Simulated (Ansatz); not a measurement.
# Barrier of one jump, Al in AlN

The calculation used DFT PBE, scalar-relativistic, plane waves, PAW in Ansatz. Settings: 420 eV cutoff, 2×2×2 k-mesh, Gaussian smearing of 0.02 eV, no spin polarisation.

Host crystal, relaxed:

```xyz
4
Lattice="3.1302 0.0000 0.0000 -1.5651 2.7108 0.0000 0.0000 0.0000 5.0180" Properties=species:S:1:pos:R:3 pbc="T T T"
Al    1.5651    0.9036    2.5052
Al    0.0000    1.8072    5.0142
N     1.5651    0.9036    4.4197
N     0.0000    1.8072    1.9107
```

In a supercell of 32 host sites, interstitial Al hops to an equivalent place, moving 2.51 Å between the relaxed ends. Climbing-image nudged elastic band at fixed cell with images 0 (start) to 4 (end), the path measured over all atoms, converged to 0.05 eV/Å; the order of the saddle wasn't checked, and the small cell leaves errors of about a tenth of an eV.

Supercell rows in host cell vectors: 2 0 0; -2 -2 0; 0 0 -2. Al was set at (0.000, 0.000, 0.208) of the host cell.

At the relaxed start Al has 2 N at 1.88 Å, 1 N at 1.90 Å, 2 Al at 2.37 Å, 2 Al at 2.38 Å, 2 Al at 2.39 Å.

A cell with an odd number of electrons and no spin polarisation is a metal by construction and may be lower with spin.

(1) What barrier does the band give, and what surrounds the atom at the top?

Answers

(1) 1.89 eV at image 3, where Al has 3 N at 1.80 Å, 1 Al at 2.26 Å, 2 Al at 2.28 Å.

Cost: 1 run of about 11 core-minutes, on Intel Xeon Platinum 8375C (Ice Lake) (shared hosts).